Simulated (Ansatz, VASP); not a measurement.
BP: VASP and Ansatz over several settings

```
P B
1.0
     0.00000    2.29886    2.29886
     2.29886    0.00000    2.29886
     2.29886    2.29886    0.00000
P B
1 1
Direct
  0.75000 0.75000 0.75000
  0.00000 0.00000 0.00000
```

Single points on this cell with VASP 6.6.1 and Ansatz 0.2.0. Each row is one pair of runs. Alike in all rows: spin: off; k mesh: 10 × 10 × 10; smearing: fermi-dirac, width 0.05 eV; VASP's potentials, cutoff: VASP PAW PBE potentials, release 64 (P, B), 520 eV.

```tsv
level	Ansatz's potentials, cutoff	gap on the k mesh at the Fermi level (eV), VASP	gap on the k mesh at the Fermi level (eV), Ansatz	least direct gap on the mesh (eV), VASP	least direct gap on the mesh (eV), Ansatz	pressure (GPa), VASP	pressure (GPa), Ansatz
r2SCAN+D4	Ansatz PAW, 500 eV	1.50	1.47	3.58	3.54	-8.4	-7.9
PBEsol	Ansatz PAW, 420 eV	1.18	1.18	3.30	3.31	-7.8	-7.9
PBE+D3(BJ)	Ansatz PAW, 420 eV	?	1.30	?	3.35	?	-9.0
```

Problem. Fill in what VASP gave in row 3.

Solution. gap on the k mesh at the Fermi level (eV): 1.29; least direct gap on the mesh (eV): 3.35; pressure (GPa): -9.2.

Caveats: the PAW data sets were made with another functional, which shifts forces and pressure a little (VASP); the PAW data sets come from PBE, with cores solved anew for the run's functional, which leaves a small shift of forces and pressure (Ansatz).
